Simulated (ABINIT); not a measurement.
# TePb: relaxation of cell and atoms with LDA

Crystal: TePb.

```
CELL_PARAMETERS angstrom
0.00000 3.23100 3.23100
3.23100 0.00000 3.23100
3.23100 3.23100 0.00000
ATOMIC_POSITIONS crystal
Pb 0.00000 0.00000 0.00000
Te 0.50000 0.50000 0.50000
```

* Program: ABINIT 10.8.3 (patched build)
* Task: relaxation of cell and atoms
* Functional: LDA
* Potentials or basis: JTH PAW LDA v2.0 sp
* Cutoff: 408 eV
* k mesh: 5 × 5 × 5
* Occupations: fermi-dirac, width 0.05 eV
* Spin: no spin polarisation
* Cell freedom (optcell): 2
* Optimiser (ionmov): 2
* Cutoff smearing ecutsm (Ha): 0.5
* Force stop (Ha/bohr): 2e-05
* Fine-grid cutoff: 816.342 eV

| Property | Result |
| --- | --- |
| Relaxed volume | 32.55 Å³/atom |
| Relaxed cell | a = 4.515 Å, b = 4.515 Å, c = 4.515 Å, α = 60.00°, β = 60.00°, γ = 60.00° |
| Space group after relaxing (to 0.05 Å) | Fm-3m (No. 225) |
| Energy gained by relaxing | 6.3 meV/atom |
| Ionic steps | 4 |
| Pressure after relaxing | 0.0 GPa |

The path:
```csv
step,energy change (eV),largest force (eV/Å),pressure (GPa),volume (Å³)
1,0.0000,0.0000,-1.65,67.46
2,-0.0033,0.0000,-1.44,67.12
3,-0.0126,0.0000,0.09,64.98
4,-0.0127,0.0000,0.00,65.09
```

Final structure:
```
Pb Te
1.0
     0.00000    3.19279    3.19279
     3.19279    0.00000    3.19279
     3.19279    3.19279    0.00000
Pb Te
1 1
Direct
  0.00000 0.00000 0.00000
  0.50000 0.50000 0.50000
```

It took 17 s on 1 thread of Arm Neoverse V1 (shared host), peak memory 0.1 GiB.

Caveat: this set keeps more shells in the core, which shifts pressures and gaps. LDA usually gives volumes a few per cent too small.
